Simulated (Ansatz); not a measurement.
NaI:

```
I Na
1.0
     0.00000    3.23640    3.23640
     3.23640    0.00000    3.23640
     3.23640    3.23640    0.00000
I Na
1 1
Direct
  0.50000 0.50000 0.50000
  0.00000 0.00000 0.00000
```

Base run:

| Quantity | Value |
| --- | --- |
| Program | Ansatz 0.2.0 |
| Functional | r2SCAN |
| Potentials or basis | Ansatz PAW |
| Cutoff | 500 eV (not typed: the program's choice for these potentials) |
| k mesh | 7 × 7 × 7 |
| Occupations | fermi-dirac, width 0.05 eV |
| Spin | no spin polarisation |

Its results: band gap on the k mesh 4.43 eV, direct; pressure -0.1 GPa.

Question: The run is repeated on the same cell with these changes: functional from r2SCAN to PBE; cutoff from 500 eV (not typed: the program's choice for these potentials) to 420 eV (not typed: the program's choice for these potentials). What comes out?

Answer: Band gap on the k mesh 3.64 eV, direct; pressure 0.4 GPa.

r2SCAN gives the wider gap, since meta-GGAs in the generalised Kohn-Sham scheme recover part of the derivative discontinuity.

Caveats: spin-orbit coupling is left out, which moves the levels of the heavy elements; the PAW data sets come from PBE, with cores solved anew for the run's functional, which leaves a small shift of forces and pressure (some runs).
